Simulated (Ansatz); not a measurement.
AlN: what symmetry allows forces and stress to be

```yaml
crystal:
  lattice:
    - [-0.05807, 2.02925, 2.15132]
    - [2.09325, 0.00000, 2.09325]
    - [2.17626, 2.05419, -0.08301]
  atoms:
    - { symbol: Al, position: [0.49089, 0.50725, 0.49461] }
    - { symbol: N, position: [0.00911, 0.99275, 0.00539] }
```

Method: DFT PBE, scalar-relativistic, plane waves, PAW in Ansatz.

Cutoff 420 eV; k points 10×10×10 on the computed 2-atom cell (Γ-centred); Gaussian smearing, width 0.02 eV; no spin polarisation.

This distorted cell has space group Cm, with 2 operations.

Problem. Without a calculation: in which directions can each atom feel a force?

Solution. A force must be left unchanged by every operation that keeps its atom in place, so it lies in the space that those operations leave fixed. Atoms that the group maps onto each other feel forces of one size.
```
atom site symmetry operations at the site equivalent to atom allowed force (Cartesian)
 Al1              m                       2                   1  in the plane normal to (0.71, 0.00, 0.71)
  N2              m                       2                   2  in the plane normal to (0.71, 0.00, 0.71)
```

That leaves 4 independent force components of 6, tied by 2 conditions that the forces sum to zero, so 2 remain. A relaxation in this cell that keeps the symmetry moves the atoms in these directions alone.

Problem. And the stress tensor?

Solution. It must be invariant under the point group, which leaves 4 independent components: xx = zz. Further linear relations between components hold in this frame.

Problem. Do the computed values obey this?

Solution. Yes. Forces (eV/Å):
```
Al1 -0.007  0.409  0.007
N2   0.007 -0.409 -0.007
```

Stress (GPa, compression positive, xx yy zz yz xz xy): -24.57 -18.18 -24.57 3.38 15.01 -3.38. The program imposes the same operations on density, forces and stress, so this confirms the analysis and is no independent test of the calculation.

This rock-salt form isn't the usual stable structure of the compound.